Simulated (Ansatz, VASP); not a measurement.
**One calculation of HfH2, two programs**

```
CELL_PARAMETERS angstrom
3.42980 0.00000 0.00000
0.00000 3.42980 0.00000
0.00000 0.00000 4.36480
ATOMIC_POSITIONS crystal
Hf 0.00000 0.00000 0.00000
Hf 0.50000 0.50000 0.50000
H 0.00000 0.50000 0.25000
H 0.50000 0.00000 0.25000
H 0.50000 0.00000 0.75000
H 0.00000 0.50000 0.75000
```

Change from the starting cell: uniaxial strain along c, a, b and atoms relaxed: +3.0 %.

Alike in both runs: functional PBEsol; k mesh 10 × 10 × 8; occupations gaussian, width 0.1 eV; no spin polarisation.

Ansatz relaxed the structure, and its values are those at the end. VASP's run is a single point on that final structure, the one shown.

|  | VASP | Ansatz |
| --- | --- | --- |
| version | VASP 6.6.1 | Ansatz 0.2.0 |
| potentials or method | VASP PAW PBE potentials, release 64 (Hf_pv, H) | scalar-relativistic, plane waves, PAW |
| plane-wave cutoff (eV) | 520 | 420 |
| valence electrons in the cell | 24 | 56 |

|  | VASP | Ansatz | Ansatz less VASP |
| --- | --- | --- | --- |
| gap on the k mesh at the Fermi level (eV) | none | none | - |
| pressure (GPa) | -1.7 | -1.0 | +0.67 |

A gap of «none» marks a metal or a gap that the smearing closes. With one functional, cell and mesh, what is left measures potentials, basis and numerics. The two sets of potentials don't hold the same shells in valence.

Caveats: the PAW data sets were made with another functional, which shifts forces and pressure a little (VASP). Spin-orbit coupling is left out, which matters for the levels of Hf.
